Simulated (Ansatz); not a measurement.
## Which functional gave which column?

MoS₂ in space group R3m was relaxed by PAW and its harmonic phonons by finite displacements (no LO-TO term; negative means unstable) computed by PAW on Ansatz 0.2.0's default frozen-core files (fitted under PBE), scalar-relativistic, once under each of LDA, PBEsol, r²SCAN.

| quantity | A | B | C |
| --- | --- | --- | --- |
| volume (Å³/atom) | 17.91 | 19.03 | 16.90 |
| cell | a = 3.143, c = 18.844 Å | a = 3.185, c = 19.492 Å | a = 3.126, c = 17.972 Å |
| highest mode | 470 cm⁻¹ | 471 cm⁻¹ | 475 cm⁻¹ |
| lowest at L | 156 cm⁻¹ | 157 cm⁻¹ | 157 cm⁻¹ |
| lowest at F | 158 cm⁻¹ | 159 cm⁻¹ | 163 cm⁻¹ |
| lowest at T | 24.4 cm⁻¹ | 19.9 cm⁻¹ | 36.8 cm⁻¹ |
| lowest optical at Γ | 287 cm⁻¹ | 285 cm⁻¹ | 292 cm⁻¹ |
| highest at Γ | 468 cm⁻¹ | 469 cm⁻¹ | 470 cm⁻¹ |

**Question.** Which column belongs to which functional?

**Answer.** A is PBEsol, B is r²SCAN, C is LDA. The volumes rise from LDA over PBEsol to r²SCAN here. LDA's overbinding makes it the smallest as a rule; the order of the other two is common but has exceptions.

Settings: (A) k mesh 8×8×8, fixed occupations, cutoff 420 eV. (B) k mesh 8×8×8, fixed occupations, cutoff 500 eV. (C) k mesh 6×6×6, fixed occupations, cutoff 420 eV.

Caveats: frozen-core PAW files fitted under PBE, their cores solved anew for the functional of the run; no dispersion correction, so the spacing and stiffness between layers or molecules are poor.
